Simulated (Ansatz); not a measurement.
Method: Ansatz 0.2.0, DFT PBE, scalar-relativistic, plane waves, PAW. All cells share a 420 eV cutoff and Γ-centred k meshes spaced at most about 0.3 Å⁻¹ (about 0.25 or finer for metals, 2π included). No spin polarisation.

These are static total energies at zero pressure.

Question: Which of these relaxed structures of B2P5 is the lowest in energy?
1.

```
CELL_PARAMETERS angstrom
4.55262 0.00000 0.00000
0.00000 4.55262 0.00000
0.00000 0.00000 4.82321
ATOMIC_POSITIONS crystal
B 0.50000 0.00000 0.50000
B 0.00000 0.50000 0.50000
P 0.00000 0.00000 0.00000
P 0.71451 0.28549 0.73443
P 0.28549 0.71451 0.73443
P 0.71451 0.71451 0.26557
P 0.28549 0.28549 0.26557
```

2.

```
CELL_PARAMETERS angstrom
3.24927 0.00000 0.00000
-1.62464 2.81395 0.00000
0.00000 0.00000 23.03717
ATOMIC_POSITIONS crystal
B 0.33333 0.66667 0.11240
B 0.00000 0.00000 0.22600
B 0.66667 0.33333 0.88760
B 0.00000 0.00000 0.77401
P 0.00000 0.00000 0.36192
P 0.33333 0.66667 0.41547
P 0.00000 0.00000 0.63808
P 0.66667 0.33333 0.58453
P 0.33333 0.66667 0.02633
P 0.00000 0.00000 0.14037
P 0.66667 0.33333 0.25351
P 0.66667 0.33333 0.97367
P 0.00000 0.00000 0.85963
P 0.33333 0.66667 0.74649
```

3.

```
CELL_PARAMETERS angstrom
4.62661 0.00000 0.00000
0.00000 3.24300 0.00000
-2.08703 0.00000 16.25405
ATOMIC_POSITIONS crystal
B 0.01504 0.00000 0.21263
B 0.88821 0.00000 0.03856
B 0.56583 0.50000 0.31120
B 0.47390 0.50000 0.11420
P 0.31768 0.00000 0.30835
P 0.13320 0.00000 0.42895
P 0.23422 0.00000 0.11379
P 0.76932 0.50000 0.21257
P 0.80993 0.50000 0.42037
P 0.67275 0.50000 0.01064
P 0.08540 0.00000 0.77740
P 0.40960 0.50000 0.77624
P 0.84997 0.00000 0.64724
P 0.52493 0.50000 0.64586
```

Answer: 3. The next of these, cell 2, lies 60 meV/atom higher. Forms: cell 3 Pm; cell 2 P-3m1; cell 1 P-42m. Counting P atoms around B (those within 1.25 times the shortest such distance or 1.15 times the sum of covalent radii, 1.27 where that leaves under three; a slash parts the counts of unlike sites): cell 3 has B 3/4; cell 2 has B 4; cell 1 has B 4. Cell 3 holds P–P nets (shortest 2.20 Å); cell 2 holds P–P nets (shortest 2.23 Å); cell 1 holds P–P units of three or more atoms (shortest 2.24 Å). All come from invented guesses.

Weakly bound directions are ill-defined at this level, which has no dispersion term (Pm, P-3m1), and this can change margins and order among such cells. In P-42m an odd number of electrons in the primitive cell allows no gap without spin; a larger cell or a magnetic state could open one. Cells relaxed within their symmetry can be saddle points. Some structure types and database cells were kept out of the candidates from the start, so a known form may be missing.
